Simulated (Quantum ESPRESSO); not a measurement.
# FeO: zone-centre phonons under several settings

```xyz
2
Lattice="0.0000 2.1554 2.1554 2.1554 0.0000 2.1554 2.1554 2.1554 0.0000" Properties=species:S:1:pos:R:3 pbc="T T T"
Fe    0.0000    0.0000    0.0000
O     2.1554    2.1554    2.1554
```

All runs used Quantum ESPRESSO 7.5; potentials GBRV 1.5 PBE; k mesh 4 × 4 × 4, shifted; collinear spin, ferromagnetic start; cutoff 762 eV; occupations fermi-dirac, width 0.05 eV.

```tsv
level	geometry	volume (Å³/atom)	pressure (GPa)	lowest optical mode without the field (cm⁻¹)
PBE	relaxed at 0 GPa	10.01	0.0	246
PBE	relaxed at 10 GPa	9.54	10.0	292
PBE	relaxed at 25 GPa	?	25.0	?
PBE	relaxed at 50 GPa	8.35	50.0	419
```

What stands in the row left open?

Volume 9.00 Å³/atom; lowest optical mode without the field 347 cm⁻¹.

Caveats: all runs use coarse meshes; the mesh is thin for the phonons of a metal; a cell with one magnetic atom can't hold antiferromagnetic order, which such compounds often take; the cell is more than 3 GPa from zero pressure, which shifts response properties (some runs); the volume moved by over 15 % at a fixed basis, so the end points are rough (some runs).

For the row left open. Caveat: the k mesh is coarse (spacing up to 0.63 Å⁻¹), so the values aren't converged; the mesh is thin for the phonons of a metal; the cell is more than 3 GPa from zero pressure, which shifts response properties; a cell with one magnetic atom can't hold antiferromagnetic order, which such compounds often take.
